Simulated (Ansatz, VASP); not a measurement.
**Ru in VASP and in Ansatz**

```
CELL_PARAMETERS angstrom
2.71980 0.00000 0.00000
-1.35990 2.35541 0.00000
0.00000 0.00000 20.44499
ATOMIC_POSITIONS crystal
Ru 0.66667 0.33333 0.34238
Ru 0.33333 0.66667 0.44746
Ru 0.66667 0.33333 0.55217
Ru 0.33333 0.66667 0.65377
```

Alike in both runs: functional PBE; k mesh 12 × 12 × 1; occupations gaussian, width 0.1 eV; no spin polarisation.

Ansatz relaxed the structure, and its values are those at the end. VASP's run is a single point on that final structure, the one shown.

|  | VASP | Ansatz |
| --- | --- | --- |
| version | VASP 6.6.1 | Ansatz 0.2.0 |
| potentials or method | VASP PAW PBE potentials, release 64 (Ru_pv) | scalar-relativistic, plane waves, PAW |
| plane-wave cutoff (eV) | 520 | 420 |
| valence electrons in the cell | 56 | 64 |

```tsv
	VASP	Ansatz	Ansatz less VASP
gap on the k mesh at the Fermi level (eV)	none	none	-
rms of the force components (eV/Å)	0.254	0.254	+0.0001
```

A gap of «none» marks a metal or a gap that the smearing closes. The functional is the same, so the differences come from potentials, cutoffs and numerics. The two sets of potentials don't hold the same shells in valence.
